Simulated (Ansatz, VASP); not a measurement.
## Si6H2O (HO:Si(111)) in two plane-wave programs

One calculation is typed for both programs; each brings its own data sets. How far apart do they land? The cell is taken from a series of runs on this material, whose earlier steps may have relaxed, scaled, displaced or heated it; both programs get it as it stands.

Program: Ansatz 0.2.0. Level of theory: plane waves, with VASP 6.6.1 beside it; single point at RPBE with D3(BJ). Results are calculated unless marked as measured.

## 1. The structure

The cell holds 81 atoms: 54 Si, 18 H and 9 O. Its edges and angles: a = 11.604 Å, b = 11.604 Å, c = 26.701 Å, α = 90.0°, β = 90.0°, γ = 120.0°. It derives from Si (HO:Si(111)). As first built, before any earlier steps moved the atoms (in the runner's words): diamond Si(111), 3 x 3 cells, three bilayers, OH on the upper face and H on the lower (lattice constants typed as starting values near PBE's), lower atoms held. Vacuum lies along c.

## 2. Ansatz: single point, RPBE with D3(BJ)

Ansatz runs on its default PAW (the set named soft_2) files.

With cell and atoms fixed, the geometry can't cause a difference; cores, projectors, grids and the points listed under the comparison can.

The input, input.yaml:

```yaml
crystal:
  lattice:
    - [11.60362, 0.0, 0.0]
    - [-5.80181, 10.04903, 0.0]
    - [0.0, 0.0, 26.70113]
  atoms:
    - { symbol: Si, position: [0.0, 0.0, 0.09288] }
    - { symbol: Si, position: [0.22222, 0.11111, 0.12245] }
    - { symbol: Si, position: [0.222, 0.11118, 0.20971] }
    - { symbol: Si, position: [0.11088, 0.22227, 0.23781] }
    - { symbol: Si, position: [0.11178, 0.22106, 0.32557] }
    - { symbol: Si, position: [0.00103, 0.99844, 0.35377] }
    - { symbol: Si, position: [1.0, 0.33333, 0.09288] }
    - { symbol: Si, position: [0.22222, 0.44444, 0.12245] }
    - { symbol: Si, position: [0.222, 0.44451, 0.20971] }
    - { symbol: Si, position: [0.11088, 0.55561, 0.23781] }
    - { symbol: Si, position: [0.11178, 0.55439, 0.32557] }
    - { symbol: Si, position: [0.00103, 0.33178, 0.35377] }
    - { symbol: Si, position: [1.0, 0.66667, 0.09288] }
    - { symbol: Si, position: [0.22222, 0.77778, 0.12245] }
    - { symbol: Si, position: [0.222, 0.77784, 0.20971] }
    - { symbol: Si, position: [0.11088, 0.88894, 0.23781] }
    - { symbol: Si, position: [0.11178, 0.88773, 0.32557] }
    - { symbol: Si, position: [0.00103, 0.66511, 0.35377] }
    - { symbol: Si, position: [0.33333, 0.0, 0.09288] }
    - { symbol: Si, position: [0.55556, 0.11111, 0.12245] }
    - { symbol: Si, position: [0.55534, 0.11118, 0.20971] }
    - { symbol: Si, position: [0.44421, 0.22227, 0.23781] }
    - { symbol: Si, position: [0.44512, 0.22106, 0.32557] }
    - { symbol: Si, position: [0.33436, 0.99844, 0.35377] }
    - { symbol: Si, position: [0.33333, 0.33333, 0.09288] }
    - { symbol: Si, position: [0.55556, 0.44444, 0.12245] }
    - { symbol: Si, position: [0.55534, 0.44451, 0.20971] }
    - { symbol: Si, position: [0.44421, 0.55561, 0.23781] }
    - { symbol: Si, position: [0.44512, 0.55439, 0.32557] }
    - { symbol: Si, position: [0.33436, 0.33178, 0.35377] }
    - { symbol: Si, position: [0.33333, 0.66667, 0.09288] }
    - { symbol: Si, position: [0.55556, 0.77778, 0.12245] }
    - { symbol: Si, position: [0.55534, 0.77784, 0.20971] }
    - { symbol: Si, position: [0.44421, 0.88894, 0.23781] }
    - { symbol: Si, position: [0.44512, 0.88773, 0.32557] }
    - { symbol: Si, position: [0.33436, 0.66511, 0.35377] }
    - { symbol: Si, position: [0.66667, 0.0, 0.09288] }
    - { symbol: Si, position: [0.88889, 0.11111, 0.12245] }
    - { symbol: Si, position: [0.88867, 0.11118, 0.20971] }
    - { symbol: Si, position: [0.77755, 0.22227, 0.23781] }
    - { symbol: Si, position: [0.77845, 0.22106, 0.32557] }
    - { symbol: Si, position: [0.6677, 0.99844, 0.35377] }
    - { symbol: Si, position: [0.66667, 0.33333, 0.09288] }
    - { symbol: Si, position: [0.88889, 0.44444, 0.12245] }
    - { symbol: Si, position: [0.88867, 0.44451, 0.20971] }
    - { symbol: Si, position: [0.77755, 0.55561, 0.23781] }
    - { symbol: Si, position: [0.77845, 0.55439, 0.32557] }
    - { symbol: Si, position: [0.6677, 0.33178, 0.35377] }
    - { symbol: Si, position: [0.66667, 0.66667, 0.09288] }
    - { symbol: Si, position: [0.88889, 0.77778, 0.12245] }
    - { symbol: Si, position: [0.88867, 0.77784, 0.20971] }
    - { symbol: Si, position: [0.77755, 0.88894, 0.23781] }
    - { symbol: Si, position: [0.77845, 0.88773, 0.32557] }
    - { symbol: Si, position: [0.6677, 0.66511, 0.35377] }
    - { symbol: H, position: [0.0, 0.0, 0.03745] }
    - { symbol: O, position: [0.00792, 0.99158, 0.4168] }
    - { symbol: H, position: [0.96507, 0.0335, 0.43435] }
    - { symbol: H, position: [1.0, 0.33333, 0.03745] }
    - { symbol: O, position: [0.00792, 0.32491, 0.4168] }
    - { symbol: H, position: [0.96507, 0.36683, 0.43435] }
    - { symbol: H, position: [1.0, 0.66667, 0.03745] }
    - { symbol: O, position: [0.00792, 0.65825, 0.4168] }
    - { symbol: H, position: [0.96507, 0.70017, 0.43435] }
    - { symbol: H, position: [0.33333, 0.0, 0.03745] }
    - { symbol: O, position: [0.34126, 0.99158, 0.4168] }
    - { symbol: H, position: [0.2984, 0.0335, 0.43435] }
    - { symbol: H, position: [0.33333, 0.33333, 0.03745] }
    - { symbol: O, position: [0.34126, 0.32491, 0.4168] }
    - { symbol: H, position: [0.2984, 0.36683, 0.43435] }
    - { symbol: H, position: [0.33333, 0.66667, 0.03745] }
    - { symbol: O, position: [0.34126, 0.65825, 0.4168] }
    - { symbol: H, position: [0.2984, 0.70017, 0.43435] }
    - { symbol: H, position: [0.66667, 0.0, 0.03745] }
    - { symbol: O, position: [0.67459, 0.99158, 0.4168] }
    - { symbol: H, position: [0.63174, 0.0335, 0.43435] }
    - { symbol: H, position: [0.66667, 0.33333, 0.03745] }
    - { symbol: O, position: [0.67459, 0.32491, 0.4168] }
    - { symbol: H, position: [0.63174, 0.36683, 0.43435] }
    - { symbol: H, position: [0.66667, 0.66667, 0.03745] }
    - { symbol: O, position: [0.67459, 0.65825, 0.4168] }
    - { symbol: H, position: [0.63174, 0.70017, 0.43435] }
kpoints:
  mp_grid: { grid: [1, 1, 1] }
hamiltonian:
  xc: rpbe
  dispersion: d3bj
scf:
  occupations: { method: fermi_dirac, width: 0.025 }
output:
  forces: true
```

On the command line:

```
$ ansatz run input.yaml --threads 6 --pin off --max-ram 102400MiB --backend cuda --events-out ev --progress --plain --runs-dir out
```

Numbers of over 12 decimals in the logs are rounded to 6 here.

Log:

```text
Warning: the atoms were moved onto the symmetric positions of the space group found under crystal.symmetry.tolerance 1.0e-5 (fractional; no operation is sought that the atoms, as they stand in a round, miss by more than twice it, and no atom is moved by as much as it), and the run uses the moved positions. Before a round's move an operation carried an atom to 1.34e-4 Å from where it should land, the largest such dist [...]
[...]
Crystal: 81 atoms, lattice volume = 3113.489 Å³
Basis set: ecut = 420 eV, 60827 PW (Γ), exchange–correlation on 160×160×360 points (8 copies of the dense FFT grid, shifted against one another)
Bands: 225, of which v1, the nominal top of the filled ones, is band 144 counted from 1 (143 counted from 0)
Symmetry: 9 space group operations
Space group: P1 (ITA 1), of the structure as read, at distance tolerance 1.5e-4 Å
k-points: 1
Non-local potential: Si, projectors of the file, l = 0: 2, l = 1: 2, l = 2: 2
Non-local potential: H, projectors of the file, l = 0: 2, l = 1: 1
Non-local potential: O, projectors of the file, l = 0: 2, l = 1: 2, l = 2: 1
PAW form: soft (Blöchl's): semilocal exchange-correlation on the pseudo side does not see the compensation charge
PAW frozen core: Si, regenerated for the run's functional, and the local potential with it (the file was generated under x = pbe(κ = 0.804, μ = 0.219515), c = pbe(β = 0.066725))
PAW frozen core: O, regenerated for the run's functional, and the local potential with it (the file was generated under x = pbe(κ = 0.804, μ = 0.219515), c = pbe(β = 0.066725))
PAW one-centre angular grid: Si, 110 points (default); XC on 64 Gauss nodes
PAW one-centre angular grid: H, 110 points (default); XC on 64 Gauss nodes
PAW one-centre angular grid: O, 110 points (default); XC on 64 Gauss nodes
Initial density: superposition of atomic densities (neutral atoms: chi_scale 0, normalization atom), corrected by the library's trained network
Initial wavefunctions: pseudopotential atomic-orbital guess
GPU buffer pool allocated for 1152000 grid points (all kernels)
GPU transforms: local potential and band sums: pruned to the plane-wave sphere, on 80×80×180
Functional: x = rpbe, c = pbe(β = 0.066725)
SCF iter   1: F=—  HF=-39967.593739 eV  |F-HF|=—  |Δ(HF+E_count)|=         —  Δρ=3.46e-3  dr2=1.23e0  ethr=1.77e-3  ⟨swp⟩=7.0  Hψ=1146  notcnv=0  defer=44
preconditioner: auto → Resta (q_TF=auto, 1.835 Å⁻¹)  ε∞=2.7  [insulator: Δε(μ)=1.122 eV  Ē_g=8.440 eV  σ=0.025 eV  W_gap=1.00  n_scr=332 (ndim 8)  ℏωp=10.9 eV  f_vac=0.537  D(μ)=0.00/eV (n_scr^D=0)  ε∞_Penn≈2.7  vacuum switching on, ρ_ref=5.2e-3 e/Å³]
SCF iter   2: F=—  HF=-39967.455676 eV  |F-HF|=—  |Δ(HF+E_count)|=   1.38e-1  Δρ=1.88e-3  dr2=1.60e-1  ethr=4.27e-4  ⟨swp⟩=3.0  Hψ=283  notcnv=0  defer=67
SCF iter   3: F=—  HF=-39967.453865 eV  |F-HF|=—  |Δ(HF+E_count)|=   1.81e-3  Δρ=1.01e-3  dr2=3.59e-2  ethr=5.54e-5  ⟨swp⟩=3.0  Hψ=237  notcnv=0  defer=9
automatic band count: iteration 3 solves 167 bands in place of 225: the levels show a gap, and the empty bands left out lie too high to hold charge; the band table lists the bands solved (type scf.n_extra_bands for more)
SCF iter   4: F=—  HF=-39967.465767 eV  |F-HF|=—  |Δ(HF+E_count)|=   1.19e-2  Δρ=4.89e-4  dr2=1.51e-2  ethr=1.25e-5  ⟨swp⟩=3.0  Hψ=293  notcnv=0  defer=9
SCF iter   5: F=—  HF=-39967.468112 eV  |F-HF|=—  |Δ(HF+E_count)|=   2.35e-3  Δρ=1.24e-4  dr2=7.85e-4  ethr=5.26e-6  ⟨swp⟩=2.0  Hψ=284  notcnv=0  defer=9
SCF iter   6: F=—  HF=-39967.468790 eV  |F-HF|=—  |Δ(HF+E_count)|=   6.78e-4  Δρ=5.60e-5  dr2=1.25e-4  ethr=2.72e-7  ⟨swp⟩=2.0  Hψ=293  notcnv=0  defer=9
SCF iter   7: F=—  HF=-39967.469018 eV  |F-HF|=—  |Δ(HF+E_count)|=   2.28e-4  Δρ=5.10e-5  dr2=1.01e-4  ethr=4.35e-8  ⟨swp⟩=2.0  Hψ=302  notcnv=0  defer=9
SCF iter   8: F=—  HF=-39967.469025 eV  |F-HF|=—  |Δ(HF+E_count)|=   7.39e-6  Δρ=7.99e-6  dr2=3.37e-6  ethr=3.51e-8  ⟨swp⟩=2.0  Hψ=302  notcnv=0  defer=9
SCF iter   9: F=—  HF=-39967.466763 eV  |F-HF|=—  |Δ(HF+E_count)|=   2.26e-3  Δρ=4.24e-6  dr2=2.91e-7  ethr=1.17e-9  ⟨swp⟩=3.0  Hψ=359  notcnv=0  defer=9
SCF iter  10: F=-39967.466763 eV  HF=-39967.466763 eV  |F-HF|=1.38e-8  |Δ(HF+E_count)|=   1.15e-7  Δρ=1.13e-6  dr2=1.80e-8  ethr=3.47e-11  ⟨swp⟩=5.0  Hψ=684  notcnv=0
SCF 1 converged in 10 iterations: F = -39967.466763 eV  dr2 = 1.80e-8
  greatest PAW one-centre occupation: 0.868 electrons in one spin orbital (limit 2), on the O atom at site 79 (counted from 0), in its partial waves of l = 0
SCF converged after 10 iterations
Free energy (F): -39967.466763 eV
Harris-Foulkes:  -39967.466763 eV  (|F-HF|=1.38e-8)
Internal energy: -39967.466763 eV  (E = F + TS)
E sigma→0 (E₀):  -39967.466763 eV
Fermi energy:    0.189661 eV
--- Per-component energies (eV) ---
  E_band       = -1836.909815
  E_kinetic    = 4039.462881
  E_local      = -100871.247482  (includes V_loc(G=0)·N_el)
  E_nonlocal   = 1820.999982
  E_hartree    = 48600.874240
  E_xc         = -3813.358781
  E_vxc        = -3570.964516  (∫ρ·V_xc dr)
  E_paw        = -29303.181805  (= ΣΔE_a)
  E_vpaw       = -456.900846  (= ΣTr[D̂ρ^β])
  E_aug_tail   = -0.000104  (compensation charges beyond the density's cutoff)
  E_ewald      = 39620.458364
  E_disp       = -59.990855  (pairwise vdW)
  E_core_change = -1.483203  (= ΣΔE_core)
  E_smearing   = -0.000000  (= −TS)
  E_closure    = -0.000000  (closes the sum)
  Σ components = -39967.466763   (vs F -39967.466763, Δ=0.00e0)
--- Forces (eV/Å), atoms counted from 1 ---
  atom   1  Si     0.00081372     0.00019692     1.08909351
  atom   2  Si    -0.00358414     0.00043957    -0.27848857
  atom   3  Si    -0.00163294     0.00034865     0.02109493
  atom   4  Si    -0.00025390     0.00086245    -0.00099685
  atom   5  Si     0.00417514    -0.00302681    -0.14561119
  atom   6  Si    -0.02519191     0.01619367    -0.44684734
  atom   7  Si     0.00081372     0.00019692     1.08909351
  atom   8  Si    -0.00358414     0.00043957    -0.27848857
  atom   9  Si    -0.00163294     0.00034865     0.02109493
  atom  10  Si    -0.00025390     0.00086245    -0.00099685
  atom  11  Si     0.00417514    -0.00302681    -0.14561119
  atom  12  Si    -0.02519191     0.01619367    -0.44684734
  atom  13  Si     0.00081372     0.00019692     1.08909351
  atom  14  Si    -0.00358414     0.00043957    -0.27848857
  atom  15  Si    -0.00163294     0.00034865     0.02109493
  atom  16  Si    -0.00025390     0.00086245    -0.00099685
  atom  17  Si     0.00417514    -0.00302681    -0.14561119
  atom  18  Si    -0.02519191     0.01619367    -0.44684734
  atom  19  Si     0.00081372     0.00019692     1.08909351
  atom  20  Si    -0.00358414     0.00043957    -0.27848857
  atom  21  Si    -0.00163294     0.00034865     0.02109493
  atom  22  Si    -0.00025390     0.00086245    -0.00099685
  atom  23  Si     0.00417514    -0.00302681    -0.14561119
  atom  24  Si    -0.02519191     0.01619367    -0.44684734
[...]
atom  74  O      0.00163519    -0.00181495     0.19052946
  atom  75  H      0.02402955    -0.01268582    -0.06342970
  atom  76  H      0.00002169    -0.00052069    -0.36537941
  atom  77  O      0.00163519    -0.00181495     0.19052946
  atom  78  H      0.02402955    -0.01268582    -0.06342970
  atom  79  H      0.00002169    -0.00052069    -0.36537941
  atom  80  O      0.00163519    -0.00181495     0.19052946
  atom  81  H      0.02402955    -0.01268582    -0.06342970
  max |Σ_I F_I| component: 3.16e-4 eV/Å
```

Reading the cycles: dr2 is the Hartree energy of the density residual (eV), the measure of convergence; HF is the Harris–Foulkes estimate of the energy, which meets the free energy F at convergence.

[end of part 1 of 2]

[Lines on the potential files, build, host, timing and source positions are cut from VASP's logs without a mark.]

[Logs are printed without paths, hosts, clocks, repeated set-up lines and the standing remarks that a program may print on its own settings, such as how far it seeks lower states.]

[Hosts, paths, dates, database ids (printed as entryN), source tags and the programs' standing remarks are cut or masked in the printed files.]
